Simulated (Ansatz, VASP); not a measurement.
## Two plane-wave programs on Tl

```xyz
1
Lattice="3.2399 0.0000 0.0000 0.0000 3.2399 0.0000 0.0000 0.0000 3.2399" Properties=species:S:1:pos:R:3 pbc="T T T"
Tl    0.0000    0.0000    0.0000
```

Alike in both runs: task relaxation of cell and atoms; functional PBE; k mesh 12 × 12 × 12; occupations fermi-dirac, width 0.08 eV; no spin polarisation.

|  | VASP | Ansatz |
| --- | --- | --- |
| version | VASP 6.6.1 | Ansatz 0.2.0 |
| potentials or method | VASP PAW PBE potentials, release 64 (Tl_d) | PAW with Ansatz's default frozen-core files, scalar-relativistic |
| plane-wave cutoff (eV) | 600 | 420 |
| valence electrons in the cell | 13 | 13 |

|  | VASP | Ansatz | Ansatz less VASP |
| --- | --- | --- | --- |
| relaxed volume (Å³/atom) | 34.31 | 34.38 | +0.068 |
| relaxed cell length with the largest relative difference (Å) | 3.249 | 3.252 | +0.0021 |

The runs have no spin-orbit coupling, so splittings on Tl are missing.
